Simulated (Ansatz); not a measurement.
# ZnCd₃Te₄: a bulk modulus from differences

It was reached by relaxing an invented guess, and it needn't be the stable form of this composition.

These are results of Ansatz, DFT PBE, scalar-relativistic, plane waves, PAW, not measurements. Settings of the last relaxation (8-atom cell): 420 eV, 6×6×2 k points, Gaussian smearing of 0.02 eV, no spin polarisation.

```cif
data_structure
_symmetry_space_group_name_H-M 'P-4m2'
_symmetry_Int_Tables_number 115
_cell_length_a 4.5959
_cell_length_b 4.5959
_cell_length_c 13.0605
_cell_angle_alpha 90.000
_cell_angle_beta 90.000
_cell_angle_gamma 90.000
_cell_volume 275.87
loop_
_atom_site_label
_atom_site_type_symbol
_atom_site_symmetry_multiplicity
_atom_site_Wyckoff_symbol
_atom_site_fract_x
_atom_site_fract_y
_atom_site_fract_z
_atom_site_occupancy
Zn1 Zn 1 a 0.00000 0.00000 0.00000 1
Cd1 Cd 2 f 0.50000 0.50000 0.75895 1
Cd2 Cd 1 d 0.00000 0.00000 0.50000 1
Te1 Te 2 g 0.50000 0.00000 0.62949 1
Te2 Te 2 g 0.50000 0.00000 0.11099 1
```

The cell was set to several volumes, with shape and atoms relaxed at each where symmetry leaves them free. Pressure is positive in compression, and energies count from the lowest row.

```tsv
row	V (Å³/atom)	P (GPa)	ΔE (meV/atom)	gap on mesh (eV)
1	30.345	6.35	72.4	1.06
2	31.380	?	?	?
3	32.414	2.62	15.9	0.84
4	33.449	1.19	3.7	0.73
5	34.483	-0.01	0.0	0.64
6	35.518	-1.03	3.5	0.54
7	36.552	-1.88	12.9	0.46
8	37.932	-2.81	33.3	0.34
```

Question: Find B = −V·ΔP/ΔV from rows 4 and 6 and from rows 1 and 3, and from the two its slope B′ and its value B0 at zero pressure.

Answer: Rows 4 and 6 give −(33.449 + 35.518)/2 × (-1.03 − (1.19))/(35.518 − 33.449) = 37.0 GPa at a mean pressure of 0.08 GPa. Rows 1 and 3 give −(30.345 + 32.414)/2 × (2.62 − (6.35))/(32.414 − 30.345) = 56.6 GPa at a mean pressure of 4.48 GPa. So B′ = (56.6 − 37.0)/(4.48 − (0.08)) = 4.45 and B0 = 37.0 − 4.45 × (0.08) = 36.6 GPa. A third-order Birch–Murnaghan fit to all the energies gives B0 = 36.8 GPa and B′ = 4.7.

Question: Estimate the pressure and energy of row 2.

Answer: From row 5, V0 = 34.483 × (1 + (-0.01)/36.6) = 34.474 Å³/atom. Murnaghan's form P = (B0/B′)·[(V0/V)^B′ − 1] gives (36.6/4.45) × [(34.474/31.380)^4.45 − 1] = 4.27 GPa; the computed pressure is 4.33 GPa, so the estimate is off by -0.06 GPa. The work of compression from row 3, with the mean of the two pressures, gives ΔE = 15.9 + (4.27 + 2.62)/2 × (32.414 − 31.380)/160.2 × 1000 = 38.1 meV/atom (1 eV/Å³ = 160.2 GPa); the computed value is 38.1 meV/atom.

Question: Fit the gap against pressure through the other rows and estimate it at the computed pressure of row 2.

Answer: Over the 7 rows the mean pressure is 0.6329 GPa and the mean gap is 0.659 eV. The sums of products of deviations are S_xx = 58.29 and S_xy = 4.5, so the slope is 4.5/58.29 = 0.0772 (r = 0.99, rms misfit 0.03 eV). At 4.33 GPa the line gives 0.659 + (0.0772) × (4.33 − 0.6329) = 0.94 eV. The computed value is 0.94 eV, so the line is off by 0.00 eV, less than the largest miss among the fitted rows (0.05 eV).

These runs have no spin–orbit coupling, which can matter for Te. Kohn–Sham gaps at this level usually fall short of measured ones. The missing spin–orbit coupling can work the other way here. All volumes keep the k mesh of the relaxed cell. A structure relaxed within its symmetry needn't be a true minimum.

The gap widens at every step of compression, as expected for a tetrahedral II–VI telluride. The conduction-band edge is probably cation s–Te s antibonding and rises as the bonds shorten, faster than the mainly Te p valence edge. The gap is nearly linear in volume but bends over against pressure, because the lattice stiffens as it shrinks. The straight line therefore runs too high at both ends and too low in the middle, and its exact hit at row 2 owes much to lying near a crossing of line and curve. It supports interpolation, not extrapolation.

The finite-difference and fitted bulk moduli agree, which shows a consistent equation of state rather than an accurate one. Both values lie below the measured moduli of CdTe and ZnTe, most likely because PBE underbinds and gives too large a volume, where the bonds are softer. Since CdTe leaves fourfold coordination under modest pressure, the most compressed rows may describe a metastable framework, and no competing dense phase was computed.
